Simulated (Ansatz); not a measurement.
## FeO (Wuestite): band structure with PBE

**The experiment to reproduce.**

“W\"ustite: Electric, thermodynamic and optical properties of FeO”, 2012, arxiv:1203.1201 quotes, for a bulk crystal of FeO: band gap 2.4 eV (optical).

Crystal: FeO (Wuestite).

```
CELL_PARAMETERS angstrom
0.00000 2.15540 2.15540
2.15540 0.00000 2.15540
2.15540 2.15540 0.00000
ATOMIC_POSITIONS crystal
Fe 0.00000 0.00000 0.00000
O 0.50000 0.50000 0.50000
```

```
Program             : Ansatz 0.2.0
Task                : band structure
Functional          : PBE
Potentials or basis : all-electron LAPW, scalar-relativistic
Cutoff              : 349 eV (chosen from the basis error)
Basis error allowed : 0.001 eV/atom
k mesh              : 11 × 11 × 11
Occupations         : fermi-dirac, width 0.05 eV
Spin                : collinear spin, ferromagnetic start
Starting moments    : [3.0, 0.0] μB
```

```yaml
Pressure: -0.3 GPa
Band_gap_along_the_path: none (metal or under the smearing width)
Net_moment: 4.00 μB per cell
Absolute_moment: 4.01 μB per cell
Site_moments: Fe +3.62; O +0.32 μB
```

Levels at the corners of the path, in eV from the Fermi level:
Spin up:
| point | band 10 | band 11 | band 12 | band 13 | band 14 | band 15 | band 16 | band 17 | band 18 |
| --- | --- | --- | --- | --- | --- | --- | --- | --- | --- |
| Γ | -3.87 | -3.87 | -3.87 | -3.68 | -3.68 | 0.01 | 15.22 | 16.94 | 16.94 |
| X | -4.79 | -3.29 | -2.81 | -2.78 | -2.78 | 5.20 | 8.65 | 10.71 | 14.61 |
| W | -3.02 | -3.02 | -2.93 | -2.78 | -1.74 | 7.37 | 8.91 | 8.91 | 11.69 |
| K | -3.66 | -2.91 | -2.64 | -2.48 | -1.72 | 6.71 | 8.66 | 8.67 | 14.01 |
| Γ | -3.87 | -3.87 | -3.87 | -3.68 | -3.68 | 0.01 | 15.22 | 16.94 | 16.94 |
| L | -3.05 | -3.05 | -2.49 | -0.36 | -0.36 | 3.99 | 8.40 | 12.44 | 12.44 |
| U | -3.66 | -2.91 | -2.64 | -2.48 | -1.72 | 6.71 | 8.66 | 8.67 | 14.01 |
| W | -3.02 | -3.02 | -2.93 | -2.78 | -1.74 | 7.37 | 8.91 | 8.91 | 11.69 |
Spin down:
| point | band 7 | band 8 | band 9 | band 10 | band 11 | band 12 | band 13 | band 14 |
| --- | --- | --- | --- | --- | --- | --- | --- | --- |
| Γ | -3.33 | -3.33 | -3.33 | -0.74 | -0.74 | -0.74 | 0.23 | 0.23 |
| X | -6.95 | -4.50 | -4.50 | -2.13 | 0.75 | 0.75 | 0.79 | 1.19 |
| W | -6.16 | -6.16 | -5.59 | -0.05 | -0.05 | 0.76 | 1.10 | 1.85 |
| K | -6.57 | -6.18 | -4.91 | -0.81 | 0.57 | 0.67 | 1.34 | 1.80 |
| Γ | -3.33 | -3.33 | -3.33 | -0.74 | -0.74 | -0.74 | 0.23 | 0.23 |
| L | -8.07 | -5.20 | -5.20 | 0.41 | 0.41 | 0.60 | 2.82 | 2.82 |
| U | -6.57 | -6.18 | -4.91 | -0.81 | 0.57 | 0.67 | 1.34 | 1.80 |
| W | -6.16 | -6.16 | -5.59 | -0.05 | -0.05 | 0.76 | 1.10 | 1.85 |

Wall time 11 s on 2 threads of Intel(R) Xeon(R) Platinum 8488C (Sapphire Rapids), on a shared host, peak memory 0.47 GiB.

A measured gap of FeO is 2.4 eV (optical; quoted in “W\"ustite: Electric, thermodynamic and optical properties of FeO”, 2012, arxiv:1203.1201); the calculated 0.00 eV misses it by -2.40 eV. So large a miss can be the level of theory's own, or it may mean another phase, state or a wrong row. The value is that of PBE, without temperature or zero-point motion. Semilocal functionals fall short of measured gaps as a rule. The run's magnetic order (collinear spin, ferromagnetic start) needn't be the measured crystal's.

Caveat: a cell with one magnetic atom can't hold antiferromagnetic order, which such compounds often take; semilocal functionals often make such compounds metallic where correlation or magnetic order opens a gap, which also shifts bond lengths.
